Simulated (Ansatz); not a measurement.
# Zr under changes of volume

One of the cells (23.281 Å³/atom); the others are scaled copies at fixed shape and fractional positions:

```
Zr
1.0
     3.23200    0.00000    0.00000
    -1.61600    2.79899    0.00000
     0.00000    0.00000    5.14700
Zr
2
Direct
  0.66667 0.33333 0.75000
  0.33333 0.66667 0.25000
```

```yaml
Program: Ansatz 0.2.0
Functional: PBE0
Potentials_or_basis: Ansatz PAW
Cutoff: "420 eV (not typed: the program's choice for these potentials)"
k_mesh: 6 × 6 × 4
Occupations: fermi-dirac, width 0.05 eV
Spin: no spin polarisation
```

```tsv
volume (Å³/atom)	energy over the lowest point (meV/atom)	pressure (GPa)
21.884	?	?
22.350	18.50	5.0
22.815	5.17	2.9
23.281	0.00	0.7
23.746	0.87	-1.3
24.212	7.29	-3.1
```

What does the run at 21.884 Å³/atom give?

Energy over the lowest point 36.73 meV/atom; pressure 7.6 GPa.

Worked out: A Birch-Murnaghan fit of order 3 (a polynomial in V^(-2/3)) to the other rows has its minimum at 23.42 Å³/atom with B0 = V·E''(V) = 104 GPa (rough, since the energies scatter) at fixed shape and positions, which overstates the stiffness. It gives 41.30 meV/atom at 21.884 Å³/atom, against the run's 36.73, and -dE/dV = 9.7 GPa, against 7.6.

Energies are extrapolated to zero smearing.

Caveats: all runs use coarse meshes; the PAW data sets come from PBE, with cores solved anew for the run's functional, which leaves a small shift of forces and pressure; the thresholds are loose for stress.
